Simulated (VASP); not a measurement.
Wanted: the native input for a VASP 6.6.1 run.

```
Task                   : single point
Functional             : LDA
Potentials or basis    : VASP PAW LDA potentials, release 64 (Tc_sv_GW)
Cutoff                 : 550 eV
k mesh                 : 11 × 11 × 6
Occupations            : gaussian, width 0.05 eV
Spin                   : no spin polarisation
Further INCAR settings : ALGO = Fast; EDIFF = 1e-07; NBANDS = 22
```

The structure of Tc lies in POSCAR:

```
Tc
1.0
    2.7400000000      0.0000000000      0.0000000000
   -1.3700000000      2.3729096064      0.0000000000
    0.0000000000      0.0000000000      4.3980000000
Tc
2
Direct
    0.6666666667      0.3333333333      0.7500000000
    0.3333333333      0.6666666667      0.2500000000
```

One way to write it, as run:

INCAR

```
  ALGO = Fast
  EDIFF = 1E-7
  ENCUT = 550
  ISIF = 2
  ISMEAR = 0
  LASPH = T
  LCHARG = T
  LELF = T
  LREAL = F
  LVHAR = T
  LWAVE = F
  NBANDS = 22
  NELM = 60
  PREC = Accurate
  SIGMA = 0.05
```

KPOINTS

```
k-points
0
Gamma
  11 11 6
```

Potentials or basis: VASP PAW LDA potentials, release 64 (Tc_sv_GW).

Command:

```bash
$ cat potpaw_LDA.64/Tc_sv_GW/POTCAR > POTCAR
$ mpirun -np 1 vasp_std > vasp.out
```

It gave:

```yaml
Pressure: -12.9 GPa
Band_gap_on_the_k_mesh: none (metal or under the smearing width)
```

It took 67 s on 1 thread of Intel(R) Xeon(R) Platinum 8175M CPU @ 2.50GHz (Skylake/Cascade Lake), on a shared host, peak memory 0.17 GiB.
